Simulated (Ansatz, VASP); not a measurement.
**KF (Carobbiite) in VASP and in Ansatz**

```xyz
2
Lattice="0.0000 2.6719 2.6719 2.6719 0.0000 2.6719 2.6719 2.6719 0.0000" Properties=species:S:1:pos:R:3 pbc="T T T"
K     0.0000    0.0000    0.0000
F     2.6719    2.6719    2.6719
```

Alike in both runs: task relaxation of cell and atoms; functional revPBE; k mesh 9 × 9 × 9; occupations fermi-dirac, width 0.05 eV; no spin polarisation.

```csv
,VASP,Ansatz
version,VASP 6.6.1,Ansatz 0.2.0
potentials or method,"VASP PAW PBE potentials, release 64 (K_sv, F)",Ansatz PAW
plane-wave cutoff (eV),600,420
valence electrons in the cell,16,16
```

|  | VASP | Ansatz | Ansatz less VASP |
| --- | --- | --- | --- |
| gap on the k mesh at the Fermi level, each at its own relaxed structure (eV) | 5.90 | 5.92 | +0.019 |
| relaxed volume (Å³/atom) | 21.44 | 21.40 | -0.039 |
| relaxed cell length with the largest relative difference (Å) | 3.929 | 3.926 | -0.0024 |
| energy change over the relaxation (meV/atom) | -23 | -23 | -0.1 |

Caveats: the PAW data sets were made with another functional, which shifts forces and pressure a little (VASP); an odd mesh through Γ misses points on the zone boundary, where band edges often lie (VASP); the volume moved by +12 % from the deposited cell, more than functionals usually miss (VASP); odd divisions of the mesh miss points on the zone boundary, where band edges often lie, so the gap on the mesh can be too wide (Ansatz); the plane-wave basis is chosen anew once the cell has moved, so the energies of steps on either side of that aren't comparable (Ansatz); the PAW data sets come from PBE, with cores solved anew for the run's functional, which leaves a small shift of forces and pressure (Ansatz). Zero-point motion and thermal expansion aren't in these numbers. revPBE gives volumes clearly too large for solids.
